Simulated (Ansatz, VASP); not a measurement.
## One calculation of SnTe, two programs

The input INCAR:

```
SYSTEM = SnTe
PREC = Accurate
ENCUT = 520
EDIFF = 1E-6
ISMEAR = 0
SIGMA = 0.05
LREAL = .False.
LASPH = .True.
NELM = 60
ALGO = Normal
ISIF = 2
LWAVE = .False.
LCHARG = .True.
GGA = PE
LELF = .True.
LVHAR = .True.
NBANDS = 17
```

KPOINTS

```
regular mesh
0
Gamma
  10 10 10
  0 0 0
```

POSCAR

```
SnTe
1.0
    0.0000000000      3.1565000000      3.1565000000
    3.1565000000      0.0000000000      3.1565000000
    3.1565000000      3.1565000000      0.0000000000
Sn Te
1 1
Direct
    0.0237604942     -0.0237604942      0.0237604942
    0.5000000000      0.5000000000      0.5000000000
```

Input for Ansatz:

```yaml
crystal:
  lattice:
    - [0.0, 3.1565, 3.1565]
    - [3.1565, 0.0, 3.1565]
    - [3.1565, 3.1565, 0.0]
  atoms:
    - { symbol: Sn, position: [0.0237604942, -0.0237604942, 0.0237604942] }
    - { symbol: Te, position: [0.5, 0.5, 0.5] }
basis:
  ecutwfc: 420
kpoints:
  mp_grid: { grid: [10, 10, 10] }
hamiltonian:
  xc: pbe
scf:
  occupations: { method: gaussian, width: 0.05 }
output:
  forces: true
  stress: true
  eigenvalues: true
  populations: true
```

Change from the starting cell: one atom moved.

Alike in both runs: task single point; functional PBE; k mesh 10 × 10 × 10; occupations gaussian, width 0.05 eV; no spin polarisation.

|  | VASP | Ansatz |
| --- | --- | --- |
| version | VASP 6.6.1 | Ansatz 0.2.0 |
| potentials or method | VASP PAW PBE potentials, release 64 (Sn_d, Te) | scalar-relativistic, plane waves, PAW |
| plane-wave cutoff (eV) | 520 | 420 |
| valence electrons in the cell | 20 | 30 |

|  | VASP | Ansatz | Ansatz less VASP |
| --- | --- | --- | --- |
| gap on the k mesh at the Fermi level (eV) | 0.40 | 0.39 | -0.007 |
| least direct gap on the mesh (eV) | 0.40 | 0.39 | -0.007 |
| pressure (GPa) | 2.3 | 2.3 | +0.05 |
| largest component of the traceless stress (GPa) | 0.46 | 0.45 | -0.008 |
| rms of the force components (eV/Å) | 0.060 | 0.057 | -0.0030 |

Atom by atom the forces differ by 0.003 eV/Å (rms over components). The two sets of potentials don't hold the same shells in valence.

Caveats: spin-orbit coupling is left out, which moves the levels of the heavy elements.
